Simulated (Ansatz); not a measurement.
The cell comes from COD entry 1011323, which wasn't checked; take it as a given geometry. It is an old determination, and later ones may differ. The listed cell was then made from it by scaling, straining or moving an atom.

NbC: DFT, PBEsol, all-electron LAPW, scalar-relativistic (Ansatz 0.2.0). What sets it apart from a plain run of this crystal: volume scaled by 1.04.

Command: `ansatz run input.yaml --threads 1 --pin off --max-ram 3072MiB --backend cpu --events-out ev --progress --plain --runs-dir out` The run took 20 s on 1 thread of Intel(R) Xeon(R) Platinum 8488C (Sapphire Rapids), with other jobs on the host, peak memory 0.54 GiB.

```yaml
crystal:
  lattice:
    - [0.0, 2.2289506884, 2.2289506884]
    - [2.2289506884, 0.0, 2.2289506884]
    - [2.2289506884, 2.2289506884, 0.0]
  atoms:
    - { symbol: Nb, position: [0.0, 0.0, 0.0] }
    - { symbol: C, position: [0.5, 0.5, 0.5] }
kpoints:
  mp_grid: { grid: [14, 14, 14] }
  band_path:
    path:
      - [0.0, 0.0, 0.0]
      - [0.5, 0.0, 0.5]
      - [0.625, 0.25, 0.625]
      - [0.375, 0.375, 0.75]
      - [0.0, 0.0, 0.0]
      - [0.5, 0.5, 0.5]
      - [0.5, 0.25, 0.75]
      - [0.5, 0.0, 0.5]
    npoints: 5
scf:
  occupations: { method: fermi_dirac, width: 0.08 }
hamiltonian:
  xc: pbesol
  pseudopotentials: { kind: all_electron, lapw: { basis_error: 0.00025 } }
output:
  forces: true
  stress: true
  eigenvalues: true
```

Output (standing set-up lines are left out):

```
LAPW: plane waves up to 9.398 Å⁻¹, error target 2.5e-4 eV per atom; small_component_spin mean_spin; C in spheres of 0.987 Å, 6 of its electrons in bands, Dirac shells []; Nb in spheres of 1.242 Å, 31 of its electrons in bands, Dirac shells []
Crystal: 2 atoms, lattice volume = 22.148 Å³
Basis set: ecut = 336.49602608849295 eV, 331 PW (Γ), exchange–correlation at level 2
iter 1 solved again at ethr=2.41e-2 eV; its pass at ethr=1.00e-1 eV (dr2=8.90e0 eV) is discarded
SCF iter   1: F=—  HF=-104926.370177 eV  |F-HF|=—  |Δ(HF+E_count)|=         —  Δρ=1.76e-1  dr2=8.90e0  ethr=2.41e-2  ⟨swp⟩=2.0  Hψ=15240  notcnv=0
preconditioner: auto → Kerker (q_TF=auto, 2.972 Å⁻¹)  [metal: Δε(μ)=0.039 eV  Ē_g=20.197 eV  σ=0.080 eV  W_gap=0.12  n_scr=14 (ndim 8)  ℏωp=30.6 eV  f_vac=0.000  D(μ)=0.75/eV (n_scr^D=8)]
iter 2 solved again at ethr=4.75e-4 eV; its pass at ethr=2.40e-2 eV (dr2=1.76e-1 eV) is discarded
SCF iter   2: F=—  HF=-104922.840722 eV  |F-HF|=—  |Δ(HF+E_count)|=    3.53e0  Δρ=2.96e-2  dr2=1.76e-1  ethr=4.75e-4  ⟨swp⟩=2.0  Hψ=26498  notcnv=0
automatic band count: the SCF goes on with 27 bands, as 23 were too few: the levels above may hold too much charge
SCF iter   3: F=—  HF=-104922.824712 eV  |F-HF|=—  |Δ(HF+E_count)|=         —  Δρ=3.51e-2  dr2=3.80e-1  ethr=4.75e-4  ⟨swp⟩=2.0  Hψ=8531  notcnv=0
the basis was enlarged: its passes take 245.8 KiB over the memory plan, 1 of 1 planned eigensolver slots
SCF iter   4: F=—  HF=-104922.783296 eV  |F-HF|=—  |Δ(HF+E_count)|=   4.14e-2  Δρ=5.76e-3  dr2=3.61e-3  ethr=4.75e-4  ⟨swp⟩=2.0  Hψ=8056  notcnv=0
SCF iter   5: F=—  HF=-104922.777422 eV  |F-HF|=—  |Δ(HF+E_count)|=   5.87e-3  Δρ=2.61e-3  dr2=1.63e-3  ethr=9.76e-6  ⟨swp⟩=2.0  Hψ=7796  notcnv=0
SCF iter   6: F=—  HF=-104922.776616 eV  |F-HF|=—  |Δ(HF+E_count)|=   8.06e-4  Δρ=1.24e-3  dr2=4.53e-4  ethr=4.41e-6  ⟨swp⟩=2.0  Hψ=7795  notcnv=0
SCF iter   7: F=—  HF=-104922.776517 eV  |F-HF|=—  |Δ(HF+E_count)|=   9.91e-5  Δρ=4.15e-4  dr2=3.91e-5  ethr=1.23e-6  ⟨swp⟩=2.0  Hψ=7795  notcnv=0
SCF iter   8: F=—  HF=-104922.776499 eV  |F-HF|=—  |Δ(HF+E_count)|=   1.80e-5  Δρ=7.15e-5  dr2=1.26e-6  ethr=1.06e-7  ⟨swp⟩=2.0  Hψ=7795  notcnv=0
SCF iter   9: F=—  HF=-104922.776498 eV  |F-HF|=—  |Δ(HF+E_count)|=   5.25e-7  Δρ=3.02e-5  dr2=2.44e-7  ethr=3.40e-9  ⟨swp⟩=2.0  Hψ=7795  notcnv=0
SCF iter  10: F=-104922.776498 eV  HF=-104922.776498 eV  |F-HF|=4.18e-9  |Δ(HF+E_count)|=   5.93e-8  Δρ=6.41e-6  dr2=1.02e-8  ethr=6.60e-10  ⟨swp⟩=2.0  Hψ=7795  notcnv=0
SCF 1 converged in 10 iterations: F = -104922.776498 eV  dr2 = 1.02e-8
NSCF: frozen V_eff on 36 k-points
SCF converged after 10 iterations
Free energy (F): -104922.776498 eV
Harris-Foulkes:  -104922.776498 eV  (|F-HF|=4.18e-9)
Internal energy: -104922.762013 eV  (E = F + TS)
E sigma→0 (E₀):  -104922.769255 eV
Entropy (-TS):   -0.014485 eV (-7.243 meV/atom)
Fermi energy:    20.709724 eV
--- Per-component energies (eV) ---
  E_band       = -4982.513690
  E_kinetic    = 108501.836149
  E_xc         = -3325.591226
  E_electrostatic = -210099.006935  (all electrons and nuclei)
  E_smearing   = -0.014485  (= −TS)
  E_closure    = 0.000000  (closes the sum)
  E_atoms      = -104900.971647  (free atoms, spherical and without spin; not in F)
  Σ components = -104922.776498   (vs F -104922.776498, Δ=0.00e0)
  Basis errors (estimates in eV, not in F): energy 8.3e-5 per atom: plane waves 7.8e-5 (4.4e-5 summed), levels above the bands 5.0e-91, relativity 1.1e-8, radial functions 4.9e-6, core shells 1.7e-13; eigenvalues (radial functions only) 4.5e-6; not estimated: angular momenta, meshes, grids; target (lapw.basis_error) 2.5e-4; muffin-tin radii C 0.987 Å, Nb 1.242 Å
--- Forces (eV/Å), atoms counted from 1 ---
  atom   1  Nb    -0.00000000     0.00000000    -0.00000000
  atom   2  C      0.00000000    -0.00000000     0.00000000
  max |Σ_I F_I| component: 5.88e-31 eV/Å
--- Stress (GPa, compression-positive) ---
       -1.713796       0.000000      -0.000000
        0.000000      -1.713796       0.000000
       -0.000000       0.000000      -1.713796
  P = ⅓ Tr σ = -1.7138 GPa (-17.138 kbar)
--- Band table (eV; the first three rows and the last of 104) ---
  k-point 0: bands = ["-414.7684", "-322.9062", "-322.9062", "-322.9062", "-243.7655", "-172.7719", "-172.7719", "-172.7719", "-172.7690", "-172.7690", "-34.9208", "-10.6623", "-10.6623", "-10.6623", "7.2145", "19.3264", "19.3264", "19.3264", "20.4537", "20.4537", "20.4537", "21.0263", "21.0263", "28.3909", "30.5374", "43.0440", "43.0440"]
  k-point 1: bands = ["-414.7684", "-322.9062", "-322.9062", "-322.9062", "-243.7655", "-172.7719", "-172.7719", "-172.7719", "-172.7690", "-172.7690", "-34.9153", "-10.7088", "-10.6666", "-10.6666", "7.3465", "18.7513", "19.0794", "19.0794", "19.8240", "19.8240", "20.7755", "22.1634", "22.1634", "28.6292", "30.8573", "41.9613", "42.4521"]
  k-point 2: bands = ["-414.7684", "-322.9062", "-322.9062", "-322.9062", "-243.7655", "-172.7719", "-172.7719", "-172.7719", "-172.7690", "-172.7690", "-34.8997", "-10.8374", "-10.6786", "-10.6786", "7.7268", "17.6947", "18.1262", "18.1262", "20.0258", "20.0258", "21.1961", "23.6766", "23.6766", "29.2129", "31.7041", "40.1795", "40.8922"]
  k-point 103: bands = ["-414.7684", "-322.9062", "-322.9062", "-322.9062", "-243.7655", "-172.7719", "-172.7719", "-172.7719", "-172.7690", "-172.7690", "-34.7704", "-11.2534", "-11.1487", "-10.9787", "9.3427", "16.1245", "16.2076", "16.3322", "21.6693", "22.7431", "23.9795", "25.6618", "26.4114", "33.2666", "34.0115", "34.2693", "37.7995"]
```

Spin polarisation is left out, and whether a magnetic state lies lower isn't shown here.
